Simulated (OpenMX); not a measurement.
HfC:

```xyz
2
Lattice="0.0000 2.3250 2.3250 2.3250 0.0000 2.3250 2.3250 2.3250 0.0000" Properties=species:S:1:pos:R:3 pbc="T T T"
Hf    2.3250    2.3250    2.3250
C     0.0000    0.0000    0.0000
```

Base run:

| Property | Result |
| --- | --- |
| Program | OpenMX 3.8.5 |
| Functional | PBE |
| Potentials or basis | OpenMX 2013 PBE set, Hf7.0-s3p2d2f1, C6.0-s2p2d1, grid cutoff 400 Ry |
| k mesh | 11 × 11 × 11 |
| Occupations | fermi-dirac, width 0.05 eV |
| Spin | no spin polarisation |

Its results: band gap on the k mesh none (metal or under the smearing width); pressure -0.4 GPa.

Problem. The run is repeated on the same cell with these changes: potentials or basis from OpenMX 2013 PBE set, Hf7.0-s3p2d2f1, C6.0-s2p2d1, grid cutoff 400 Ry to OpenMX 2013 PBE set, Hf7.0-s3p2d2, C6.0-s2p2, grid cutoff 560 Ry; k mesh from 11 × 11 × 11 to 7 × 7 × 7. What comes out?

Solution. Band gap on the k mesh none (metal or under the smearing width); pressure 0.4 GPa.

Caveats: the basis of atomic orbitals isn't converged, which shifts pressures, moduli and gaps.
